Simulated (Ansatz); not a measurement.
Crystal: SrO.

```
Sr O
1.0
     0.00000    2.49595    2.49595
     2.49595    0.00000    2.49595
     2.49595    2.49595    0.00000
Sr O
1 1
Cartesian
  2.4960 2.4960 2.4960
  0.0000 0.0000 0.0000
```

The cell isn't the ideal one: volume scaled by 0.92.

```yaml
Program: Ansatz 0.2.0
Task: relaxation of cell and atoms
Functional: BLYP
Dispersion: D4
Potentials_or_basis: Ansatz PAW
Cutoff: "420 eV (not typed: the program's choice for these potentials)"
k_mesh: 9 × 9 × 9
Occupations: methfessel-paxton, width 0.1 eV
Spin: no spin polarisation
```

At the start: volume 15.55 Å³/atom.

Where does the relaxation end?

It ends after 8 steps and the volume is 17.44 Å³/atom (+12.1 %); space group Fm-3m (No. 225, to 0.05 Å).

The path:
| step | energy change (eV) | largest force (eV/Å) | volume (Å³) |
| --- | --- | --- | --- |
| 1 | 0.0000 | 0.0000 | 31.10 |
| 2 | -0.1005 | 0.0000 | 35.87 |
| 3 | -0.1170 | 0.0000 | 34.77 |
| 4 | -0.1178 | 0.0000 | 34.58 |
| 5 | -0.1351 | 0.0000 | 34.58 |
| 6 | -0.1350 | 0.0000 | 34.84 |
| 7 | -0.1349 | 0.0000 | 34.87 |
| 8 | -0.1359 | 0.0000 | 34.87 |

Final structure:
```
Sr O
1.0
     0.00000    2.59309    2.59309
     2.59309    0.00000    2.59309
     2.59309    2.59309    0.00000
Sr O
1 1
Direct
  0.50000 0.50000 0.50000
  0.00000 0.00000 0.00000
```

Caveat: the plane-wave basis is chosen anew once the cell has moved, so the energies of steps on either side of that aren't comparable; the pressure holds a Pulay correction of +0.4 GPa for the finite cutoff; the PAW data sets come from PBE, with cores solved anew for the run's functional, which leaves a small shift of forces and pressure; the thresholds are loose for stress.
